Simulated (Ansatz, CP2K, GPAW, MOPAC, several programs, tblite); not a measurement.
# PbSe (zincblende) from semi-empirical methods to plane-wave DFT

PbSe (zincblende), relaxed with r2SCAN in Ansatz, was computed with several methods. Space group F-43m (No. 216), cubic; conventional cell a = 6.846 Å, 40.11 Å³ an atom. Pb has 4 Se at 2.96 Å; Se has 4 Pb at 2.96 Å. No spin polarisation. The prototype was imposed, so other structures may be more stable.

```cif
data_structure
_symmetry_space_group_name_H-M 'F-43m'
_symmetry_Int_Tables_number 216
_cell_length_a 6.8464
_cell_length_b 6.8464
_cell_length_c 6.8464
_cell_angle_alpha 90.000
_cell_angle_beta 90.000
_cell_angle_gamma 90.000
_cell_volume 320.91
loop_
_atom_site_label
_atom_site_type_symbol
_atom_site_symmetry_multiplicity
_atom_site_Wyckoff_symbol
_atom_site_fract_x
_atom_site_fract_y
_atom_site_fract_z
_atom_site_occupancy
Pb1 Pb 4 a 0.00000 0.00000 0.00000 1
Se1 Se 4 d 0.25000 0.25000 0.75000 1
```

Gaps and times are for a single point on this cell; volume and bulk modulus come from each method's own relaxation or energy curve at fixed shape. Times are rough, from shared hosts (Arm Neoverse V1), and each method has its own mesh and cell size. PM6 (MOPAC): levels, charges or heat of formation failed a check of plausibility, so no values are given. PM6 (MOPAC), PM7 (MOPAC), GFN1-xTB (tblite), GFN2-xTB (tblite) treat a cluster of cells at its zone centre, which samples few k points: where these miss a band edge, the gap comes out too large for that reason alone. Gaps from k meshes are read at a limited set of points (mesh, symmetry points, PBE's band edges), so each method's own least gap may be somewhat smaller. xTB and the PM methods were fitted mostly to molecules, and can miss a solid's gap by electronvolts. Minimal bases can be far off for gaps. GLLB-SC's gap includes the derivative discontinuity. d marks a direct gap, i an indirect one (no mark: not told apart), a dash a value that wasn't computed or didn't pass its checks.

| method | kind | gap (eV) | own volume (Å³/atom) | bulk modulus (GPa) | atoms computed | processor time |
| --- | --- | --- | --- | --- | --- | --- |
| light PBE (260 eV and a coarse mesh) | light plane-wave | 0.65 i | – | – | 2 | 1 s |
| GFN1-xTB (tblite) | tight binding | 1.31 | – | – | 64 | 1.6 s |
| GFN2-xTB (tblite) | tight binding | 3.32 | 37.43 | 35 | 64 | 2.6 s |
| PM6 (MOPAC) | semi-empirical | – | – | – | 64 | 2.7 s |
| PBE/single zeta (GPAW) | small basis | 0.76 i | – | – | 2 | 2.8 s |
| PM7 (MOPAC) | semi-empirical | 4.21 | – | – | 64 | 3 s |
| PBE | semilocal | 0.62 i | 41.02 | 31 | 2 | 4.1 s |
| PBE/SZV (CP2K) | small basis | 0.80 i | 42.41 | 35 | 2 | 5.2 s |
| PBE/DZVP (CP2K) | small basis | 0.52 i | 41.00 | 31 | 2 | 9.1 s |
| r2SCAN | semilocal | 0.79 i | 40.11 | 34 | 2 | 9.7 s |
| GLLB-SC (GPAW) | model potential | 1.58 | – | – | 2 | 13 s |

Against r2SCAN (0.79 eV) and with closed or daggered gaps left aside, the nearest gap at the points sampled is that of PBE/SZV (CP2K) (+0.01 eV) and the farthest that of PM7 (MOPAC) (+3.42 eV). r2SCAN is only a yardstick of convenience: semilocal gaps usually lie below measured ones, which GLLB-SC and hybrids aim to mend.

Volumes against r2SCAN's: GFN2-xTB (tblite) -6.7 %, PBE +2.3 %, PBE/SZV (CP2K) +5.7 %, PBE/DZVP (CP2K) +2.2 %.

Spin-orbit coupling is left out; in compounds of Pb, Bi, Tl or Hg it can lower a gap by up to about 1 eV, split its edges or invert the bands.
